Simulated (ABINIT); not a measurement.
Here is an ABINIT 10.8.3 (patched build) calculation.

run.abi

```
# Pseudopotentials
pp_dirpath "./"
pseudos "Zn.GGA_PBE-JTH.xml, S.GGA_PBE-JTH.xml"

# Structure
acell 7.2210310021 7.2210310021 7.2210310021
rprim
     0.0000000000     0.7071067812     0.7071067812
     0.7071067812     0.0000000000     0.7071067812
     0.7071067812     0.7071067812     0.0000000000
ntypat 2
znucl 30 16
natom 2
typat 1 2
xred
     0.7500000000     0.7500000000     0.7500000000
     0.0000000000     0.0000000000     0.0000000000

# Plane-wave basis
ecut 20.0
pawecutdg 40.0

# k points
kptopt 1
ngkpt 5 5 5
nshiftk 1
shiftk 0.0 0.0 0.0

# Exchange and correlation
ixc 11

# Bands and occupations
nband 13
occopt 3
tsmear 0.00183747

# SCF cycle
nstep 100
tolvrs 1.0e-9

# Output
iomode 3
prtwf 0
prteig 0
prtebands 0
enunit 2
prtvol 2
prtden 1
prtvha 1
prtvclmb 1
prtpot 1
```

Potentials or basis: JTH PAW PBE v2.0.

The run is started by

```sh
$ abinit run.abi > log 2>&1
```

**Question.** What does it give for the band gap on the k mesh?

**Answer.** 2.09 eV, direct.

**Experimental background.**

“Electronic, vibrational, and thermodynamic properties of ZnS (zincblende and rocksalt structure)”, 2009, arxiv:0911.5022 quotes, for a bulk crystal of ZnS at 19 K: band gap 3.85 eV (direct).

Against the measured gap of ZnS, 3.85 eV (direct; 19 K; quoted in “Electronic, vibrational, and thermodynamic properties of ZnS (zincblende and rocksalt structure)”, 2009, arxiv:0911.5022), the calculated 2.09 eV is off by -1.76 eV. The value is that of PBE, without temperature or zero-point motion. Semilocal functionals fall short of measured gaps as a rule.
